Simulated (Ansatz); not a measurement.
A run of Ansatz 0.2.0:

Contents of input.yaml:

```yaml
crystal:
  lattice:
    - [0.0, 2.77, 2.77]
    - [2.77, 0.0, 2.77]
    - [2.77, 2.77, 0.0]
  atoms:
    - { symbol: Te, position: [0.75, 0.75, 0.75] }
    - { symbol: Be, position: [0.0, 0.0, 0.0] }
kpoints:
  mp_grid: { grid: [8, 8, 8] }
scf:
  occupations: { method: gaussian, width: 0.024 }
hamiltonian:
  xc: pbe
  pseudopotentials: { kind: all_electron, lapw: { basis_error: 0.001 } }
output:
  forces: true
  stress: true
  eigenvalues: true
```

Potentials or basis: all-electron LAPW, scalar-relativistic.

The run is started by

```bash
$ ansatz run input.yaml --threads 1 --pin off --max-ram 3072MiB --backend cpu --events-out ev --progress --plain --runs-dir out
```

Hardware: 1 thread of Arm Neoverse V2, with other jobs on the host.

Estimate the wall time of this run.

Run time: 5.6 s on 1 thread of Arm Neoverse V2 (shared host), peak memory 0.24 GiB. Counts: scf iterations 6, plane waves 331, k points 29, bands 18.
